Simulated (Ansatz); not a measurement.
This script for the spin response to a magnetic field of Hg, space group P6/mmm with Ansatz 0.2.0, Python API holds a mistake.

The script, `zeeman.py`:
```python
"""Spin moment of Hg in a magnetic field."""

import logging
import sys

import ansatz
import numpy as np

logging.basicConfig(stream=sys.stdout, format="%(levelname)s:%(name)s:%(message)s")
logger = logging.getLogger("ansatz_job")
logger.setLevel(logging.INFO)

FUNCTIONAL = "r2scan"
SMEARING = "cold"
SIGMA = 0.1


def main() -> None:
    crystal = (
        ansatz.Lattice.of((5.4667, 0.0, 0.0), (-2.73335, 4.7343, 0.0), (0.0, 0.0, 3.18522))
        .atom("Hg", (1 / 3, 2 / 3, 0.5))
        .atom("Hg", (2 / 3, 1 / 3, 0.5))
        .atom("Hg", (0.0, 0.0, 0.0))
    )

    base = (
        crystal.calculation()
        .functional(FUNCTIONAL)
        .kpts(density=3.1)
        .occupations(SMEARING, width=SIGMA)
        .basis(39 * ansatz.Ry)
        .spin("collinear")
    )
    # the field acts on the spins alone; such large fields lift the response over the noise
    rows = []
    for tesla in [0, 100, 200, 400]:
        data = (base.magnetic_field(tesla) if tesla else base).run().report
        rows.append((tesla, data["magnetization_mub"], data["free_energy_ev"], data["components"].get("e_zeeman", 0.0)))
    for row in rows:
        print("; ".join(f"{name} = {round(v, 4) if isinstance(v, float) else v}" for name, v in zip(["B (T)", "moment muB", "F eV", "Zeeman term eV"], row)))
    slope = np.polyfit([row[0] for row in rows], [row[1] for row in rows], 1)[0]
    logger.info(f"dM/dB = {1000 * slope:.4f} muB per 1000 T per cell")


if __name__ == "__main__":
    main()
```

`python zeeman.py` gives:
```text
Traceback (most recent call last):
  File "zeeman.py", line 46, in <module>
    main()
    ~~~~^^
  File "zeeman.py", line 29, in main
    .kpts(density=3.1)
     ^^^^
AttributeError: 'Calculation' object has no attribute 'kpts'
```

What is wrong, and how is it mended?

The fault: the chain has no step of that name. The correction:

```diff
--- before
+++ after
@@ -13,2 +13,3 @@
 FUNCTIONAL = "r2scan"
+K_DENSITY = 3.1
 SMEARING = "cold"
@@ -28,3 +29,3 @@
         .functional(FUNCTIONAL)
-        .kpts(density=3.1)
+        .kpoints(density=K_DENSITY)
         .occupations(SMEARING, width=SIGMA)
```

After the fix:

```console
$ python zeeman.py
RunWarning: this spin-polarised run has no starting moment large enough to seed its density, so its SCF can try parallel moments of its own, which can die out, and starts no order whose moments cancel. Behind that start scf.lower_state_search: light tries no [...]
B (T) = 0; moment muB = 0.0; F eV = -41483.4794; Zeeman term eV = 0.0
B (T) = 100; moment muB = 0.0094; F eV = -41483.4795; Zeeman term eV = -0.0001
B (T) = 200; moment muB = 0.0186; F eV = -41483.4795; Zeeman term eV = -0.0002
B (T) = 400; moment muB = 0.0348; F eV = -41483.4798; Zeeman term eV = -0.0008
INFO:ansatz_job:dM/dB = 0.0867 muB per 1000 T per cell
```
(Warnings from the package without file and line, shortened.)

Total energies depend on the potentials; only differences at equal settings carry meaning. A total without «per atom» is that of the cell as typed. The mesh is modest for a metal, so energies can be off by several to tens of meV an atom and pressures by half a GPa or more; differences at equal mesh fare better. Spin-orbit coupling, which matters for elements this heavy, is left out. r2SCAN tends to overestimate the moments of itinerant magnets. This isn't the structure that Hg takes at ambient conditions. Orbital magnetism is left out. The response of a metal hangs strongly on mesh and smearing, and a straight-line fit holds only where the moment is linear in the field. Wall time of the script: 62 s on 1 thread of Intel(R) Xeon(R) Platinum 8488C (Sapphire Rapids), on a shared host, peak memory 0.68 GiB.

(Lines on the test bed's own set-up are left out of the output.)
